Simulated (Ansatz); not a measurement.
Phonons of CsI (CsCl-type structure)

Computed with Ansatz (plane waves, PAW, 420 eV cutoff): PBEsol, scalar-relativistic, no spin polarisation, Gaussian smearing of 0.05 eV; PAW files: Ansatz's generated set soft_2.

```
Cs I
1.0
     4.50708    0.00000    0.00000
     0.00000    4.50708    0.00000
     0.00000    0.00000    4.50708
Cs I
1 1
Direct
  0.00000 0.00000 0.00000
  0.50000 0.50000 0.50000
```

The start was a prototype's sites filled with these elements; the Crystallography Open Database holds the compound in this structure.

Force constants come from finite displacements in a 2×2×2 supercell (the unit cell's 6×6×6 k-mesh, folded to it); the long-range dipole term is included. Points in reciprocal vectors of this cell: Γ = (0.000, 0.000, 0.000), X = (0.000, 0.500, 0.000), M = (0.500, 0.500, 0.000), R = (0.500, 0.500, 0.500).

Frequencies at the named points (cm⁻¹, imaginary ones negative):
```
point           ω (cm⁻¹)
    Γ     0 0 0 58 58 87
    X  38 38 44 44 67 68
    M  36 40 41 41 67 67
    R  52 52 52 59 59 59
```

Is the structure dynamically stable along this path, and where does the spectrum end?

Yes: no branch is imaginary beyond numerical noise. The highest frequency is 87 cm⁻¹, at Γ. Points that don't fit the supercell are interpolated.

What does the harmonic approximation give for the vibrational free energy, entropy and heat capacity?

Zero-point energy 9.2 meV/atom.
```tsv
T (K)	F_vib (meV/atom)	S (J/K per mole of atoms)	C_V (J/K per mole of atoms)
100	-9.4	35.1	23.8
200	-55.4	52.0	24.7
300	-114.8	62.0	24.8
400	-182.9	69.1	24.9
500	-257.5	74.7	24.9
600	-337.4	79.2	24.9
700	-421.5	83.1	24.9
800	-509.4	86.4	24.9
900	-600.5	89.3	24.9
1000	-694.4	92.0	24.9
```

The highest mode, 87 cm⁻¹, is worth 120 K. At 300 K the heat capacity has reached 99 % of the classical limit 3R = 24.9 J/K per mole of atoms, since all modes lie under k_BT.

It ran for 37 s on 4 threads of Intel(R) Xeon(R) Platinum 8259CL CPU @ 2.50GHz (Skylake/Cascade Lake), on a shared host, peak memory 2.2 GiB.

 Scalar-relativistic only: spin–orbit splittings of the heavy atoms' levels are missing.
